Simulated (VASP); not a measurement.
# Mg (Fm-3m) in VASP: notebook, part 2 of 2

VASP 6.6.1. Earlier steps stand in the parts before.

## 3. Single point, PBEsol

This run uses another cell than the first one, of the same volume but with other edges.

INCAR reads:

```
SYSTEM = Mg
PREC     = Accurate       ! precision mode
ENCUT    = 520            ! plane-wave cutoff, eV
EDIFF    = 1E-7           ! SCF threshold, eV
ISMEAR   = 0              ! smearing method
SIGMA    = 0.05           ! smearing width, eV
LREAL    = .FALSE.        ! projectors in reciprocal space
LASPH    = .TRUE.         ! aspherical terms in the spheres
NELM     = 60             ! most SCF steps
ALGO     = Normal         ! electronic algorithm
ISIF     = 2              ! what is computed and relaxed
LWAVE    = .FALSE.        ! write WAVECAR
LCHARG   = .FALSE.        ! write CHGCAR
GGA      = PS             ! functional
NBANDS   = 10             ! bands
```

KPOINTS reads:

```
regular mesh
0
G
  10 10 10
  0 0 0
```

POSCAR reads:

```
Mg
1.0
    0.0000000000      2.2442560000      2.2442560000
    2.2442560000      0.0000000000      2.2442560000
    2.2442560000      2.2442560000      0.0000000000
Mg
1
Direct
    0.0000000000      0.0000000000      0.0000000000
```

Potentials or basis: VASP PAW PBE potentials, release 64 (Mg_pv).

Command:

```console
> cat potpaw_PBE.64/Mg_pv/POTCAR > POTCAR
> mpirun -np 1 vasp_std > vasp.out
```

OUTCAR:

```text
SYSTEM = Mg
   PREC = Accurate
   ENCUT = 520
   EDIFF = 1E-7
   ISMEAR = 0
   LREAL = .FALSE.
   LASPH = .TRUE.
   NELM = 60
   ISIF = 2
   GGA = PS

 ion  position               nearest neighbor table
   1  0.000  0.000  0.000-

  LATTYP: Found a face centered cubic cell.
 ALAT       =     4.4885120000

  Lattice vectors:

 A1 = (   0.0000000000,   2.2442560000,   2.2442560000)
 A2 = (   2.2442560000,   0.0000000000,   2.2442560000)
 A3 = (   2.2442560000,   2.2442560000,   0.0000000000)

Analysis of symmetry for initial positions (statically):
=====================================================================
 Subroutine PRICEL returns:
 Original cell was already a primitive cell.

 Routine SETGRP: Setting up the symmetry group for a
 face centered cubic supercell.

 Subroutine GETGRP returns: Found 48 space group operations
 (whereof 48 operations were pure point group operations)
 out of a pool of 48 trial point group operations.

The static configuration has the point symmetry O_h .

Analysis of symmetry for dynamics (positions and initial velocities):
[... 187 lines left out ...]
 k-point     1 :       0.0000    0.0000    0.0000
  band No.  band energies     occupation
      1     -40.1743      2.00000
      2     -40.1743      2.00000
      3     -40.1743      2.00000
      4      -4.6428      2.00000
      5      14.7802      0.00000
      6      14.7802      0.00000
      7      14.7802      0.00000
      8      16.8113      0.00000
      9      16.8113      0.00000
     10      16.8118      0.00000
[... 495 lines left out ...]
 k-point    40 :      -0.2000    0.3000    0.1000
  band No.  band energies     occupation
      1     -40.1996      2.00000
      2     -40.1890      2.00000
      3     -40.1806      2.00000
      4      -0.8180      2.00000
      5       5.6224      0.00000
      6       6.9596      0.00000
      7      10.5881      0.00000
      8      16.0843      0.00000
      9      16.5279      0.00000
     10      18.2180      0.00000

 [... further k-points ...]

------------------------ aborting loop because EDIFF is reached ----------------------------------------

  FORCE on cell =-STRESS in cart. coord.  units (eV):
  Direction    XX          YY          ZZ          XY          YZ          ZX
  --------------------------------------------------------------------------------------
  -------------------------------------------------------------------------------------
  Total       -0.0047181     -0.0047181     -0.0047181      0.0000000     -0.0000000     -0.0000000
  in kB       -0.3343719     -0.3343719     -0.3343719      0.0000000     -0.0000000     -0.0000000
  external PRESSURE =      -0.3343719 kB  Pullay stress =       0.0000000 kB

 VOLUME and BASIS-vectors are now :
 -----------------------------------------------------------------------------
  energy-cutoff  :      520.00
  volume of cell :       22.61
      direct lattice vectors                 reciprocal lattice vectors
     0.000000000  2.244256000  2.244256000    -0.222790983  0.222790983  0.222790983
     2.244256000  0.000000000  2.244256000     0.222790983 -0.222790983  0.222790983
     2.244256000  2.244256000  0.000000000     0.222790983  0.222790983 -0.222790983

 POSITION                                       TOTAL-FORCE (eV/Angst)
 -----------------------------------------------------------------------------------
      0.00000      0.00000      0.00000         0.000000      0.000000     -0.000000
 -----------------------------------------------------------------------------------
    total drift:                               -0.000000     -0.000000     -0.000000

  FREE ENERGIE OF THE ION-ELECTRON SYSTEM (eV)
  ---------------------------------------------------
  free  energy   TOTEN  =        -1.7074922619 eV

  energy  without entropy=       -1.7070800461  energy(sigma->0) =       -1.70728615
```

OSZICAR:

```text
N       E                     dE             d eps       ncg     rms          rms(c)
DAV:   1     0.369392469345E+02    0.36939E+02   -0.65644E+03   964   0.763E+02
DAV:   2    -0.125086562260E+01   -0.38190E+02   -0.37893E+02   986   0.190E+02
DAV:   3    -0.171555009522E+01   -0.46468E+00   -0.46440E+00  1164   0.259E+01
DAV:   4    -0.171812494238E+01   -0.25748E-02   -0.25748E-02  1090   0.188E+00
DAV:   5    -0.171815001777E+01   -0.25075E-04   -0.25075E-04  1096   0.182E-01    0.694E-01
DAV:   6    -0.171171482034E+01    0.64352E-02   -0.35958E-03  1114   0.864E-01    0.448E-01
DAV:   7    -0.170760840300E+01    0.41064E-02   -0.65299E-03  1078   0.104E+00    0.347E-02
DAV:   8    -0.170749231873E+01    0.11608E-03   -0.33069E-04  1050   0.314E-01    0.722E-03
DAV:   9    -0.170749147681E+01    0.84191E-06   -0.14021E-06  1084   0.189E-02    0.433E-03
DAV:  10    -0.170749241468E+01   -0.93787E-06   -0.79235E-07  1084   0.148E-02    0.284E-04
DAV:  11    -0.170749226719E+01    0.14749E-06   -0.28795E-09   578   0.874E-04    0.584E-05
DAV:  12    -0.170749226190E+01    0.52921E-08   -0.48975E-10   548   0.355E-04
   1 F= -.17074923E+01 E0= -.17072862E+01  d E =-.412216E-03
```

stdout:

```text
POSCAR found type information on POSCAR Mg
 POSCAR found :  1 types and       1 ions
 scaLAPACK will be used
 -----------------------------------------------------------------------------
|                                                                             |
|                                                                             |
|     You enforced a specific xc type in the INCAR file but a different       |
|     I HOPE YOU KNOW WHAT YOU ARE DOING!                                     |
|                                                                             |
 -----------------------------------------------------------------------------

 LDA part: xc-table for (Slater+PW92), standard interpolation
 POSCAR, INCAR and KPOINTS ok, starting setup
 FFT: planning ... GRIDC
 FFT: planning ... GRID_SOFT
 FFT: planning ... GRID
 WAVECAR not read
 entering main loop
```

Wall time 5.5 s (1 thread of AMD EPYC 9R45 (Zen 5), shared host); peak memory 0.1 GiB.

Results:

```yaml
Free_energy: -1.7075 eV
Pressure: 0.0 GPa
Band_gap_on_the_k_mesh: none (metal or under the smearing width)
```

Caveat: the PAW data sets were made with another functional, which shifts forces and pressure a little.

## 4. Single point, PBEsol

run.py reads:

```python
from ase.calculators.vasp import Vasp
from ase.dft.bandgap import bandgap
from ase.io import read

atoms = read('Mg.xyz')
calc = Vasp(
    directory='calc',
    xc='pbesol',
    pp='PBE',
    setups='materialsproject',
    prec='Accurate',
    encut=520,
    ediff=1e-07,
    ismear=0,
    sigma=0.05,
    lreal=False,
    lasph=True,
    nelm=100,
    algo='Normal',
    isif=2,
    lwave=False,
    lcharg=True,
    lelf=True,
    lvhar=True,
    kpts=[10, 10, 10],
    gamma=True,
    nbands=10,
)
atoms.calc = calc

print('energy (eV):', atoms.get_potential_energy())
print('free energy (eV):', atoms.get_potential_energy(force_consistent=True))
print('forces (eV/A):')
print(atoms.get_forces())
print('stress (eV/A^3, Voigt):', atoms.get_stress())
print('Fermi level (eV):', calc.get_fermi_level())
gap, top, bottom = bandgap(calc)
print('band gap (eV):', gap, 'from (spin, k, band)', top, 'to', bottom)
```

Mg.xyz reads:

```xyz
1
Lattice="0.0000000000 2.2442560000 2.2442560000 2.2442560000 0.0000000000 2.2442560000 2.2442560000 2.2442560000 0.0000000000" Properties=species:S:1:pos:R:3 pbc="T T T"
Mg     0.0000000000      0.0000000000      0.0000000000
```

Command:

```console
> python run.py
```

Wall time 8 s (1 thread of AMD EPYC 9R45 (Zen 5), shared host); peak memory 0.1 GiB.

The run converged. Its results:

| Item | Value |
| --- | --- |
| Free energy | -1.7075 eV |
| Pressure | 0.0 GPa |
| Band gap on the k mesh | none (metal or under the smearing width) |

Levels at points of the mesh, in eV from the Fermi level:
```csv
k point,band 1,band 2,band 3,band 4,band 5,band 6,band 7,band 8
"(0.00, 0.00, 0.00)",-42.59,-42.59,-42.59,-7.06,12.37,12.37,12.37,14.40
"(0.50, 0.00, 0.00)",-42.62,-42.59,-42.59,-1.79,-1.35,11.26,11.26,12.16
"(0.50, 0.50, 0.00)",-42.62,-42.60,-42.60,-0.29,0.73,6.05,6.95,6.95
```

Caveat: the PAW data sets were made with another functional, which shifts forces and pressure a little.

## 5. Electron localisation function, PBE+rVV10

This run uses another cell than the first one: it holds 4 atoms, not 1.

INCAR reads:

```
SYSTEM = Mg
PREC = Accurate
ENCUT = 600
EDIFF = 1E-7
ISMEAR = -5
SIGMA = 0.05
LREAL = .FALSE.
LASPH = .TRUE.
NELM = 60
ALGO = Conjugate
ISIF = 2
LWAVE = .FALSE.
LCHARG = .TRUE.
GGA = PE
LUSE_VDW = .TRUE.
IVDW_NL = 2
BPARAM = 10.0
CPARAM = 0.0093
LELF = .TRUE.
```

Mg.cif reads:

```cif
data_Mg
_cell_length_a 4.48851200
_cell_length_b 4.48851200
_cell_length_c 4.48851200
_cell_angle_alpha 90.00000000
_cell_angle_beta 90.00000000
_cell_angle_gamma 90.00000000
_space_group_name_H-M_alt 'Fm-3m'
_space_group_name_Hall '-F 4 2 3'
_space_group_IT_number 225
loop_
_space_group_symop_operation_xyz
'x,y,z'
'-x,-y,-z'
'-y,x,z'
'y,-x,-z'
'-x,-y,z'
'x,y,-z'
'y,-x,z'
'-y,x,-z'
'x,-y,-z'
'-x,y,z'
'-y,-x,-z'
'y,x,z'
'-x,y,-z'
'x,-y,z'
'y,x,-z'
'-y,-x,z'
'z,x,y'
'-z,-x,-y'
'z,-y,x'
'-z,y,-x'
'z,-x,-y'
'-z,x,y'
'z,y,-x'
'-z,-y,x'
'-z,x,-y'
'z,-x,y'
'-z,-y,-x'
'z,y,x'
'-z,-x,y'
'z,x,-y'
'-z,y,x'
'z,-y,-x'
'y,z,x'
'-y,-z,-x'
'x,z,-y'
'-x,-z,y'
'-y,z,-x'
'y,-z,x'
'-x,z,y'
'x,-z,-y'
'-y,-z,x'
'y,z,-x'
'-x,-z,-y'
'x,z,y'
'y,-z,-x'
'-y,z,x'
'x,-z,y'
'-x,z,-y'
'x,y+1/2,z+1/2'
'-x,-y+1/2,-z+1/2'
'-y,x+1/2,z+1/2'
[... 62 lines left out ...]
'-z+1/2,-x,-y+1/2'
'z+1/2,-y,x+1/2'
'-z+1/2,y,-x+1/2'
'z+1/2,-x,-y+1/2'
'-z+1/2,x,y+1/2'
'z+1/2,y,-x+1/2'
'-z+1/2,-y,x+1/2'
'-z+1/2,x,-y+1/2'
'z+1/2,-x,y+1/2'
'-z+1/2,-y,-x+1/2'
'z+1/2,y,x+1/2'
'-z+1/2,-x,y+1/2'
'z+1/2,x,-y+1/2'
'-z+1/2,y,x+1/2'
'z+1/2,-y,-x+1/2'
'y+1/2,z,x+1/2'
'-y+1/2,-z,-x+1/2'
'x+1/2,z,-y+1/2'
'-x+1/2,-z,y+1/2'
'-y+1/2,z,-x+1/2'
'y+1/2,-z,x+1/2'
'-x+1/2,z,y+1/2'
'x+1/2,-z,-y+1/2'
'-y+1/2,-z,x+1/2'
'y+1/2,z,-x+1/2'
'-x+1/2,-z,-y+1/2'
'x+1/2,z,y+1/2'
'y+1/2,-z,-x+1/2'
'-y+1/2,z,x+1/2'
'x+1/2,-z,y+1/2'
'-x+1/2,z,-y+1/2'
'x+1/2,y+1/2,z'
'-x+1/2,-y+1/2,-z'
'-y+1/2,x+1/2,z'
'y+1/2,-x+1/2,-z'
'-x+1/2,-y+1/2,z'
'x+1/2,y+1/2,-z'
'y+1/2,-x+1/2,z'
'-y+1/2,x+1/2,-z'
'x+1/2,-y+1/2,-z'
'-x+1/2,y+1/2,z'
'-y+1/2,-x+1/2,-z'
'y+1/2,x+1/2,z'
'-x+1/2,y+1/2,-z'
'x+1/2,-y+1/2,z'
'y+1/2,x+1/2,-z'
'-y+1/2,-x+1/2,z'
'z+1/2,x+1/2,y'
'-z+1/2,-x+1/2,-y'
'z+1/2,-y+1/2,x'
'-z+1/2,y+1/2,-x'
'z+1/2,-x+1/2,-y'
'-z+1/2,x+1/2,y'
'z+1/2,y+1/2,-x'
'-z+1/2,-y+1/2,x'
'-z+1/2,x+1/2,-y'
'z+1/2,-x+1/2,y'
'-z+1/2,-y+1/2,-x'
'z+1/2,y+1/2,x'
'-z+1/2,-x+1/2,y'
'z+1/2,x+1/2,-y'
'-z+1/2,y+1/2,x'
'z+1/2,-y+1/2,-x'
'y+1/2,z+1/2,x'
'-y+1/2,-z+1/2,-x'
'x+1/2,z+1/2,-y'
'-x+1/2,-z+1/2,y'
'-y+1/2,z+1/2,-x'
'y+1/2,-z+1/2,x'
'-x+1/2,z+1/2,y'
'x+1/2,-z+1/2,-y'
'-y+1/2,-z+1/2,x'
'y+1/2,z+1/2,-x'
'-x+1/2,-z+1/2,-y'
'x+1/2,z+1/2,y'
'y+1/2,-z+1/2,-x'
'-y+1/2,z+1/2,x'
'x+1/2,-z+1/2,y'
'-x+1/2,z+1/2,-y'
loop_
_atom_site_label
_atom_site_type_symbol
_atom_site_symmetry_multiplicity
_atom_site_Wyckoff_symbol
_atom_site_fract_x
_atom_site_fract_y
_atom_site_fract_z
_atom_site_occupancy
Mg1 Mg 4 a 0.0000000000 0.0000000000 0.0000000000 1
```

KPOINTS reads:

```
regular mesh
0
G
  6 6 6
  0 0 0
```

POSCAR reads:

```
Mg
 1.0000000000000000
     4.4885120000000001    0.0000000000000000    0.0000000000000000
     0.0000000000000000    4.4885120000000001    0.0000000000000000
     0.0000000000000000    0.0000000000000000    4.4885120000000001
 Mg 
   4
Cartesian
  0.0000000000000000  0.0000000000000000  0.0000000000000000
  0.0000000000000000  2.2442560000000000  2.2442560000000000
  2.2442560000000000  0.0000000000000000  2.2442560000000000
  2.2442560000000000  2.2442560000000000  0.0000000000000000
```

Potentials or basis: VASP PAW PBE potentials, release 64 (Mg_sv_GW).

Command:

```console
> ase convert -i cif -o vasp Mg.cif POSCAR
> cat potpaw_PBE.64/Mg_sv_GW/POTCAR > POTCAR
> mpirun -np 1 vasp_std > vasp.out
```

Wall time 5.2 min (1 thread of AMD EPYC 9R45 (Zen 5), shared host); peak memory 0.4 GiB.

Results (log left out):

* Free energy: -60.8675 eV
* Pressure: -0.3 GPa

Levels at points of the mesh, in eV from the Fermi level:
```csv
k point,band 18,band 19,band 20,band 21,band 22,band 23
"(0.00, 0.00, 0.00)",-0.26,-0.26,-0.26,0.76,0.76,0.76
"(0.50, 0.00, 0.00)",-5.17,1.42,1.42,1.42,1.42,1.94
"(0.50, 0.50, 0.00)",-3.35,-3.35,-3.35,3.11,3.11,3.11
"(0.50, 0.50, 0.50)",-1.76,-1.76,-1.76,-1.33,-1.33,-1.33
```

Caveat: the bands computed are all filled at some k points, so no gap is given.

## 6. Relaxation of the atoms, LDA (cell strained at random at fixed volume)

INCAR reads:

```
SYSTEM = Mg
ALGO = Normal
EDIFF = 1E-6
EDIFFG = -0.005
ENCUT = 600
GGA = CA
IBRION = 2
ISIF = 2
ISMEAR = 1
LASPH = .True.
LCHARG = .False.
LREAL = .False.
LWAVE = .False.
NELM = 80
NSW = 60
PREC = Accurate
SIGMA = 0.1
```

KPOINTS reads:

```
k-points
0
Gamma
  10 10 10
  0 0 0
```

POSCAR reads:

```
Mg
1.0
    0.0380630000      2.2628870000      2.2511810000
    2.2365230000      0.0431260000      2.2461180000
    2.2698850000      2.2911860000      0.0097640000
Mg
1
Cartesian
   -0.0074851711      0.0031808245     -0.0015834037
```

Potentials or basis: VASP PAW LDA potentials, release 64 (Mg_sv_GW).

Command:

```console
> cat potpaw_LDA.64/Mg_sv_GW/POTCAR > POTCAR
> mpirun -np 1 vasp_std > vasp.out
```

Run time: 86 s. Hardware: 1 thread of AMD EPYC 9R45 (Zen 5), shared host; peak memory 0.22 GiB.

The run converged. Its results:

```yaml
Free_energy: -16.0440 eV
Pressure_after_relaxing: -1.9 GPa
Band_gap_on_the_k_mesh: none (metal or under the smearing width)
```

Stress tensor (GPa, compression positive):
```
-1.94 -0.36 -0.02
-0.36 -1.70  0.00
-0.02  0.00 -2.21
```

Final structure:
```yaml
crystal:
  lattice:
    - [0.03806, 2.26289, 2.25118]
    - [2.23652, 0.04313, 2.24612]
    - [2.26988, 2.29119, 0.00976]
  atoms:
    - { symbol: Mg, position: [0.00207, 0.99723, 0.99940] }
```

Levels at points of the mesh, in eV from the Fermi level:
```
           k point  band 3  band 4  band 5  band 6  band 7  band 8
(0.00, 0.00, 0.00)  -42.73  -42.73   -7.04   11.89   12.32   12.75
(0.50, 0.00, 0.00)  -42.73  -42.73   -1.68   -1.26   10.90   11.36
(0.00, 0.50, 0.00)  -42.73  -42.73   -1.66   -1.22   10.84   11.32
(0.50, 0.50, 0.00)  -42.74  -42.74   -0.27    0.73    6.04    6.42
(0.00, 0.00, 0.50)  -42.73  -42.73   -1.81   -1.50   11.10   11.63
(0.50, 0.00, 0.50)  -42.74  -42.74   -0.33    0.65    6.13    6.94
(0.00, 0.50, 0.50)  -42.74  -42.74   -0.21    0.80    6.03    6.73
(0.50, 0.50, 0.50)  -42.73  -42.73   -1.85   -1.58   11.26   11.64
```

Caveat: the relaxation stopped at its first step, so nothing moved.

## 7. For comparison

An earlier run on the cell as given: functional PBE; potentials or basis VASP PAW PBE potentials, release 64 (Mg); cutoff 520 eV; k mesh 10 × 10 × 10; occupations fermi-dirac, width 0.05 eV; no spin polarisation.

* Pressure: 0.7 GPa
* Band gap on the k mesh: none (metal or under the smearing width)

## 8. Summary

```tsv
task	level	potentials or basis	cell	k mesh	cutoff (eV)	smearing	other keys	gap on the mesh (eV)	pressure (GPa)
relaxation of the atoms	r2SCAN	VASP PAW PBE potentials, release 64 (Mg)	atoms relaxed from: cell strained at random at fixed volume	10 × 10 × 10	520	methfessel-paxton 0.1 eV	-	none	0.0
single point	PBEsol	VASP PAW PBE potentials, release 64 (Mg_pv)	as given	10 × 10 × 10	520	gaussian 0.05 eV	-	none	0.0
electron localisation function	PBE+rVV10	VASP PAW PBE potentials, release 64 (Mg_sv_GW)	as given	6 × 6 × 6	600	tetrahedron	ALGO = Conjugate	-	-0.3
relaxation of the atoms	LDA	VASP PAW LDA potentials, release 64 (Mg_sv_GW)	atoms relaxed from: cell strained at random at fixed volume	10 × 10 × 10	600	methfessel-paxton 0.1 eV	-	none	-1.9
single point	PBE	VASP PAW PBE potentials, release 64 (Mg)	as given	10 × 10 × 10	520	fermi-dirac 0.05 eV	-	none	0.7
```

Alike in all rows: no spin polarisation.

Caveats: the relaxation stopped at its first step, so nothing moved (some runs); the PAW data sets were made with another functional, which shifts forces and pressure a little (some runs); the bands computed are all filled at some k points, so no gap is given (some runs).

Absolute energies hang on the potentials; compare differences alone.
